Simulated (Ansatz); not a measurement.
# GaAs: the cost of one run

Computed with Ansatz 0.2.0 (DFT PBE, scalar-relativistic, plane waves, PAW, unless a step's input says otherwise).

## 1. The starting structure

It takes space group F-43m (No. 216, cubic). The conventional cell has a = 5.654 Å, b = 5.654 Å, c = 5.654 Å, α = 90.00°, β = 90.00°, γ = 90.00°. Ga (site symmetry -43m) is surrounded by 4 As at 2.45 Å. As (site symmetry -43m) is surrounded by 4 Ga at 2.45 Å.

Structure file:

```cif
data_structure
_symmetry_space_group_name_H-M 'F-43m'
_symmetry_Int_Tables_number 216
_cell_length_a 5.6537
_cell_length_b 5.6537
_cell_length_c 5.6537
_cell_angle_alpha 90.000
_cell_angle_beta 90.000
_cell_angle_gamma 90.000
_cell_volume 180.72
loop_
_atom_site_label
_atom_site_type_symbol
_atom_site_symmetry_multiplicity
_atom_site_Wyckoff_symbol
_atom_site_fract_x
_atom_site_fract_y
_atom_site_fract_z
_atom_site_occupancy
Ga1 Ga 4 a 0.00000 0.00000 0.00000 1
As1 As 4 d 0.25000 0.25000 0.75000 1
```

The structure comes from the Crystallography Open Database.

## 2. Ground state at the listed geometry

File input.yaml:

```yaml
crystal:
  lattice:
    - [0.0, 2.82685, 2.82685]
    - [2.82685, 0.0, 2.82685]
    - [2.82685, 2.82685, 0.0]
  atoms:
    - { symbol: Ga, position: [0.0, 0.0, 0.0] }
    - { symbol: As, position: [0.25, 0.25, 0.25] }
basis:
  ecutwfc: 420
  fft_grid_basis: typed
kpoints:
  mp_grid: { grid: [10, 10, 10] }
hamiltonian:
  xc: pbe
scf:
  occupations: { method: gaussian, width: 0.05 }
output:
  forces: true
  stress: true
  eigenvalues: true
  bader: true
  write_density: true
  volumetric_format: npy
  elf: true
```

Started as:

```console
ansatz run input.yaml --threads 1 --pin off --max-ram 2560MiB --backend cpu --events-out ev --progress --plain --runs-dir out
```

What time and memory should one allow on 1 thread of Arm Neoverse V2, shared host?

About 19 s, with a peak of 0.34 GiB.
